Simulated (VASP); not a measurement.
Wanted: the native input for a VASP 6.6.1 run.

| Quantity | Value |
| --- | --- |
| Task | band structure |
| Functional | PBEsol |
| Potentials or basis | VASP PAW PBE potentials, release 64 (As, Ga_d) |
| Cutoff | 520 eV |
| k mesh | 6 × 6 × 6 |
| Occupations | fermi-dirac, width 0.05 eV |
| Spin | spin-orbit coupling, no magnetisation |
| Further INCAR settings | ALGO = Normal; EDIFF = 1e-06; NBANDS = 30 |

The structure of GaAs lies in POSCAR:

```
GaAs
1.0
    0.0000000000      2.8268500000      2.8268500000
    2.8268500000      0.0000000000      2.8268500000
    2.8268500000      2.8268500000      0.0000000000
As Ga
1 1
Direct
    0.7500000000      0.7500000000      0.7500000000
    0.0000000000      0.0000000000      0.0000000000
```

These files were run (other wordings do the same):

INCAR

```
ALGO = Normal
EDIFF = 1E-6
ENCUT = 520
GGA = PS
GGA_COMPAT = F
ISIF = 2
ISMEAR = -1
LASPH = T
LCHARG = F
LORBIT = 11
LREAL = F
LSORBIT = T
LWAVE = F
MAGMOM = 0 0 0 0 0 0
NBANDS = 30
NELM = 100
PREC = Accurate
SIGMA = 0.05
```

KPOINTS

```
k-points
0
Gamma
  6 6 6
```

KPOINTS_OPT

```
path GXWKGLUWLK,UX
15
line-mode
reciprocal
 0.0000000000  0.0000000000  0.0000000000  G
 0.5000000000  0.0000000000  0.5000000000  X

 0.5000000000  0.0000000000  0.5000000000  X
 0.5000000000  0.2500000000  0.7500000000  W

 0.5000000000  0.2500000000  0.7500000000  W
 0.3750000000  0.3750000000  0.7500000000  K

 0.3750000000  0.3750000000  0.7500000000  K
 0.0000000000  0.0000000000  0.0000000000  G

 0.0000000000  0.0000000000  0.0000000000  G
 0.5000000000  0.5000000000  0.5000000000  L

 0.5000000000  0.5000000000  0.5000000000  L
 0.6250000000  0.2500000000  0.6250000000  U

 0.6250000000  0.2500000000  0.6250000000  U
 0.5000000000  0.2500000000  0.7500000000  W

 0.5000000000  0.2500000000  0.7500000000  W
 0.5000000000  0.5000000000  0.5000000000  L

 0.5000000000  0.5000000000  0.5000000000  L
 0.3750000000  0.3750000000  0.7500000000  K

 0.6250000000  0.2500000000  0.6250000000  U
 0.5000000000  0.0000000000  0.5000000000  X
```

Potentials or basis: VASP PAW PBE potentials, release 64 (As, Ga_d).

Launch:

```bash
$ cat potpaw_PBE.64/As/POTCAR potpaw_PBE.64/Ga_d/POTCAR > POTCAR
$ mpirun -np 1 vasp_ncl > vasp.out
```

It gave:

```
Pressure                                              : 0.3 GPa
Valence electrons inside the program's atomic spheres : As 2.84; Ga 11.68
```

Caveat: the PAW data sets were made with another functional, which shifts forces and pressure a little.

It took 3.7 min on 1 thread of AMD EPYC 7R13 Processor (Zen 3), on a shared host, peak memory 0.27 GiB.
